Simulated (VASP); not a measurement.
# HgTe under changes of volume

One of the cells (29.508 Å³/atom); the others are scaled copies at fixed shape and fractional positions:

```
Hg Te
1.0
    -3.06577    3.06577    1.56974
     3.06577   -3.06577    1.56974
     3.06577    3.06577   -1.56974
Hg Te
1 1
Cartesian
  0.0000 3.0658 0.7849
  0.0000 0.0000 0.0000
```

Measurements of this composition are mostly on another form, of space group No. 216.

| Item | Value |
| --- | --- |
| Program | VASP 6.6.1 |
| Functional | PBE |
| Potentials or basis | VASP PAW PBE potentials, release 64 (Hg, Te) |
| Cutoff | 520 eV |
| k mesh | 10 × 10 × 10 |
| Occupations | fermi-dirac, width 0.05 eV |
| Spin | no spin polarisation |

| volume (Å³/atom) | energy over the lowest point (meV/atom) | pressure (GPa) |
| --- | --- | --- |
| 27.193 | 15.32 | 3.1 |
| 27.772 | 6.11 | 1.9 |
| 28.351 | ? | ? |
| 29.508 | 0.00 | -0.7 |
| 30.086 | 3.79 | -1.4 |
| 30.665 | 9.92 | -2.0 |

Q: What does the run at 28.351 Å³/atom give?

A: Energy over the lowest point 0.77 meV/atom; pressure 0.9 GPa.

Worked out: A Birch-Murnaghan fit of order 3 (a polynomial in V^(-2/3)) to the other rows has its minimum at 28.99 Å³/atom with B0 = V·E''(V) = 41 GPa and B' = 5.3 at fixed shape and positions, which overstates the stiffness. It gives 0.78 meV/atom at 28.351 Å³/atom, against the run's 0.77, and -dE/dV = 1.0 GPa, against 0.9.

Energies are extrapolated to zero smearing.
